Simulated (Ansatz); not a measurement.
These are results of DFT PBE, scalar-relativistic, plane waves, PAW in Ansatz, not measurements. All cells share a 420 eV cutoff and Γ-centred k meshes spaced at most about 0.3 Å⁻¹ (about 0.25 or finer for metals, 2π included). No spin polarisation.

These are static total energies at zero pressure.

Two relaxed structures of SiGe6:

A.

```
Si Ge
1.0
     2.50250   -4.83693    0.00000
     2.50250    4.83693    0.00000
     0.00000    0.00000    5.82839
Si Ge
1 6
Direct
  0.50000 0.50000 0.50000
  0.29542 0.70458 0.77682
  0.70458 0.29542 0.77682
  0.70458 0.29542 0.22318
  0.29542 0.70458 0.22318
  0.00000 0.00000 0.73218
  0.00000 0.00000 0.26782
```

B.

```
Si Ge
1.0
    -2.01976    2.01976   19.99135
     2.01976   -2.01976   19.99135
     2.01976    2.01976  -19.99135
Si Ge
2 12
Direct
  0.00000 0.00000 0.00000
  0.75000 0.25000 0.50000
  0.60691 0.10691 0.50000
  0.14309 0.14309 0.00000
  0.17925 0.67925 0.50000
  0.57075 0.57075 0.00000
  0.46556 0.96556 0.50000
  0.03444 0.53444 0.50000
  0.28444 0.28444 0.00000
  0.71556 0.71556 0.00000
  0.85691 0.85691 0.00000
  0.32075 0.82075 0.50000
  0.89309 0.39309 0.50000
  0.42925 0.42925 0.00000
```

Question: Which form is favoured at zero pressure, and by what margin per atom?

Answer: B is lower, by 298 meV/atom. A has space group Cmmm (No. 65), 20.2 Å³/atom and no gap on its mesh; B has Si and Ge ordered on diamond sites, space group I4_1/amd (No. 141), 23.3 Å³/atom and no gap. Counting Ge atoms around Si (those within 1.25 times the shortest such distance or 1.15 times the sum of covalent radii, 1.27 where that leaves under three; a plus sign parts nearer from farther groups), A has Si 4+4 and B has Si 4. The lower one is the more open, so pressure narrows the difference. In A, Si has 4 Ge at 2.55 Å and 4 Ge at 2.84 Å; Ge on a site of symmetry m is surrounded by 1 Si at 2.55 Å, 3 Ge at 2.60–2.65 Å, 1 Ge at 2.87 Å and 3 Ge at 3.20–3.23 Å; Ge on a site of symmetry mm2 has 1 Ge at 2.71 Å, 2 Si at 2.84 Å, 2 Ge at 2.87 Å and 5 Ge at 3.12–3.20 Å. In B, Si is surrounded by 4 Ge at 2.44 Å; around Ge on its first site lie 4 Ge at 2.48 Å; Ge on its second site is surrounded by 4 Ge at 2.48–2.49 Å; 1 more site not described. Both come from invented guesses.

The zero gap of I4_1/amd may come from the functional, which often closes small gaps. Cells relaxed within their symmetry can be saddle points.
